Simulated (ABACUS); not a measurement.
Crystal: K.

```
K
1.0
     4.67231    0.00000    0.00000
    -1.55744    4.40509    0.00000
    -1.55744   -2.20255    3.81492
K
1
Direct
  0.00000 0.00000 0.00000
```

| Property | Result |
| --- | --- |
| Program | ABACUS 3.10.1 |
| Task | relaxation of cell and atoms |
| Functional | PBEsol |
| Potentials or basis | SPMS ONCV 1.0 PBE |
| Cutoff | 1007 eV |
| Density cutoff | 4027 eV |
| Basis | plane waves |
| k mesh | 6 × 6 × 6 |
| Occupations | fermi-dirac, width 0.05 eV |
| Spin | no spin polarisation |

At the start: pressure -0.3 GPa; volume 78.52 Å³/atom.

**Question.** How do energy, volume and symmetry change on relaxing?

**Answer.** Over 7 steps the energy falls by 6.5 meV/atom and the volume is 72.70 Å³/atom (-7.4 %); space group Im-3m (No. 229, to 0.05 Å).

The path:
```
step  energy change (eV)  largest force (eV/Å)  pressure (GPa)  volume (Å³)
   1              0.0000                0.0000           -0.29        78.52
   2             -0.0006                0.0000           -0.28        78.19
   3             -0.0016                0.0000           -0.25        77.54
   4             -0.0030                0.0000           -0.22        76.61
   5             -0.0044                0.0000           -0.18        75.45
   6             -0.0057                0.0000           -0.12        74.13
   7             -0.0065                0.0000           -0.06        72.70
```

Final structure:
```yaml
crystal:
  lattice:
    - [4.55390, 0.00000, 0.00000]
    - [-1.51797, 4.29346, 0.00000]
    - [-1.51797, -2.14673, 3.71824]
  atoms:
    - { symbol: K, position: [0.00000, 0.00000, 0.00000] }
```

Caveat: the potentials were made for another functional, which shifts forces and pressure.
